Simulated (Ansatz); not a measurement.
## Energy ranking of Mn2Al2Cu structures

These are results of DFT PBE, scalar-relativistic, plane waves, PAW (Ansatz 0.2.0), not measurements. All cells share a 420 eV cutoff and Γ-centred k meshes spaced at most about 0.3 Å⁻¹ (about 0.25 or finer for metals, 2π included). Spin is collinear in cells that carry moments; the others ran without spin or lost their moments.

Formation energies are uncorrected and refer to the elements' standard structures at the same level.

All energies are static (0 K, no zero-point motion). The comparison covers the computed candidates alone. Another magnetic order may lie lower.

Invented guesses and database cells were relaxed alike, and ends that match in structure, energy and magnetic state were merged. ΔE counts from the first row. Coordination counts all near atoms (those within 1.25 times the shortest distance at each site; a plus sign parts nearer from farther groups; a slash parts the counts of unlike sites). The ends were matched against large subsets of the Crystallography Open Database and the Materials Project, so a missing match doesn't prove that a structure is unreported.

```
#              reached from  type and space group  atoms  Å³/atom              coordination  ΔE (meV/atom)  gap on mesh (eV)                                             moments       in databases
1  a Materials Project cell        I4mm (No. 107)      5     13.1  Mn 10+4/14, Al 14, Cu 14              0              0.00  parallel, 3.0 μB, with smaller opposite ones on Mn  Materials Project
2               random cell       P-6m2 (No. 187)      5     15.5    Mn 8/3+6, Al 11, Cu 11            213              0.00                                    parallel, 3.3 μB           no match
3               random cell         P4mm (No. 99)      5     15.6   Mn 5/12+4, Al 4+4, Cu 5            339              0.00                                    parallel, 3.1 μB           no match
4               random cell      P6/mmm (No. 191)      5     18.7        Mn 3, Al 1+6, Cu 2            570              0.00                                                none           no match
```

The lowest: Space group I4mm (No. 107), tetragonal, a = 3.057 Å, c = 13.976 Å. Around Al on its first site lie 4 Cu at 2.51 Å, 4 Al at 2.72 Å, 1 Mn at 2.74 Å, 1 Mn at 2.95 Å and 4 Al at 3.06 Å; Al on its second site is surrounded by 5 Mn at 2.52–2.60 Å, 4 Al at 2.72 Å, 1 Cu at 2.93 Å and 4 Al at 3.06 Å; Mn on its first site is surrounded by 4 Mn at 2.52 Å, 2 Al at 2.60–2.74 Å, 4 Cu at 2.61 Å and 4 Mn at 3.06 Å; Cu is surrounded by 4 Al at 2.51 Å, 5 Mn at 2.61–2.76 Å, 1 Al at 2.93 Å and 4 Cu at 3.06 Å; Mn on its second site has 4 Mn at 2.52 Å, 4 Al at 2.52 Å, 1 Cu at 2.76 Å, 1 Al at 2.95 Å and 4 Mn at 3.06 Å. Its energy over the elements is −0.05 eV/atom. A negative formation energy is needed for stability but isn't enough: competing phases decide. Materials Project cells can be hypothetical, and an observed structure of this formula, if there is one, may be missing.

```cif
data_structure
_symmetry_space_group_name_H-M 'I4mm'
_symmetry_Int_Tables_number 107
_cell_length_a 3.0572
_cell_length_b 3.0572
_cell_length_c 13.9759
_cell_angle_alpha 90.000
_cell_angle_beta 90.000
_cell_angle_gamma 90.000
_cell_volume 130.63
loop_
_atom_site_label
_atom_site_type_symbol
_atom_site_symmetry_multiplicity
_atom_site_Wyckoff_symbol
_atom_site_fract_x
_atom_site_fract_y
_atom_site_fract_z
_atom_site_occupancy
Al1 Al 2 a 0.50000 0.50000 0.09155 1
Al2 Al 2 a 0.00000 0.00000 0.20986 1
Mn1 Mn 2 a 0.00000 0.00000 0.39555 1
Cu1 Cu 2 a 0.00000 0.00000 0.00018 1
Mn2 Mn 2 a 0.50000 0.50000 0.30286 1
```

The second: Space group P-6m2 (No. 187), hexagonal, a = 4.139 Å, c = 5.226 Å. Al has 2 Al at 2.58–2.64 Å, 6 Mn at 2.72–2.73 Å and 3 Cu at 2.73 Å; Mn on its first site is surrounded by 3 Cu at 2.39 Å and 6 Al at 2.73 Å; Mn on its second site has 2 Cu at 2.61 Å and 6 Al at 2.72 Å; Cu is surrounded by 3 Mn at 2.39 Å, 2 Mn at 2.61 Å and 6 Al at 2.73 Å. Counting all near atoms, the first has Mn 10+4/14, Al 14, Cu 14 and the second has Mn 8/3+6, Al 11, Cu 11. Cells relaxed within their symmetry can be saddle points.

```xyz
5
Lattice="4.1389 0.0000 0.0000 -2.0695 3.5844 0.0000 0.0000 0.0000 5.2264" Properties=species:S:1:pos:R:3 pbc="T T T"
Al    0.0000    2.3896    3.9055
Al    0.0000    2.3896    1.3209
Mn    2.0695    1.1948    0.0000
Mn    0.0000    0.0000    2.6132
Cu    0.0000    0.0000    0.0000
```

Some types were kept out of the candidates beforehand, so the set may lack a known form.
